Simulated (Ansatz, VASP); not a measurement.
# Hg: VASP beside Ansatz

INCAR

```
ALGO     = Normal         # electronic algorithm
EDIFF    = 1E-6           # SCF threshold, eV
ENCUT    = 520            # plane-wave cutoff, eV
GGA      = PS             # functional
ISIF     = 2              # what is computed and relaxed
ISMEAR   = -1             # smearing method
LASPH    = True           # aspherical terms in the spheres
LCHARG   = True           # write CHGCAR
LELF     = True           # ELF
LREAL    = False          # projectors in reciprocal space
LVHAR    = True         
LWAVE    = False          # write WAVECAR
NBANDS   = 25             # bands
NELM     = 80             # most SCF steps
PREC     = Accurate       # precision mode
SIGMA    = 0.1            # smearing width, eV
```

The input KPOINTS:

```
k-points
0
Gamma
  8 8 12
```

File POSCAR:

```
Hg
1.0
    5.3927443065      0.0000000000      0.0000000000
   -2.6963721532      4.6702535656      0.0000000000
    0.0000000000      0.0000000000      3.1013113501
Hg
3
Direct
    1.0000000000      1.0000000000      0.0000000000
    0.3333333333      0.6666666667      0.5000000000
    0.6666666667      0.3333333333      0.5000000000
```

Input for Ansatz:

```yaml
crystal:
  lattice:
    - [5.3927443065, 0.0, 0.0]
    - [-2.6963721532, 4.6702535656, 0.0]
    - [0.0, 0.0, 3.1013113501]
  atoms:
    - { symbol: Hg, position: [1.0, 1.0, 0.0] }
    - { symbol: Hg, position: [0.3333333333, 0.6666666667, 0.5] }
    - { symbol: Hg, position: [0.6666666667, 0.3333333333, 0.5] }
hamiltonian:
  xc: pbesol
  pseudopotentials:
    kind: paw
    azcp:
      Hg: "pseudopotentials/Hg.paw.azcp"
basis:
  ecutwfc: 420
  fft_grid_basis: typed
kpoints:
  mp_grid: { grid: [8, 8, 12], shift: [0, 0, 0] }
magnetization:
  spin_polarized: false
scf:
  occupations: { method: fermi_dirac, width: 0.1 }
  lower_state_search: "off"
output:
  stress: true
  write_density: true
  write_potential: true
  elf: true
  volumetric_format: npy
```

Alike in both runs: task single point; functional PBEsol; k mesh 8 × 8 × 12; occupations fermi-dirac, width 0.1 eV; no spin polarisation.

|  | VASP | Ansatz |
| --- | --- | --- |
| version | VASP 6.6.1 | Ansatz 0.2.0 |
| potentials or method | VASP PAW PBE potentials, release 64 (Hg) | plane waves (420 eV) with PAW, scalar-relativistic |
| plane-wave cutoff (eV) | 520 | 420 |
| valence electrons in the cell | 36 | 60 |

|  | VASP | Ansatz | Ansatz less VASP |
| --- | --- | --- | --- |
| pressure (GPa) | -1.8 | -2.0 | -0.21 |
| largest component of the traceless stress (GPa) | 0.29 | 0.23 | -0.062 |

The two sets of potentials don't hold the same shells in valence. Ansatz warned: «pseudo_functional_mismatch».

Caveats: the PAW data sets were made with another functional, which shifts forces and pressure a little (VASP). Spin-orbit coupling is left out, which matters for the levels of Hg.
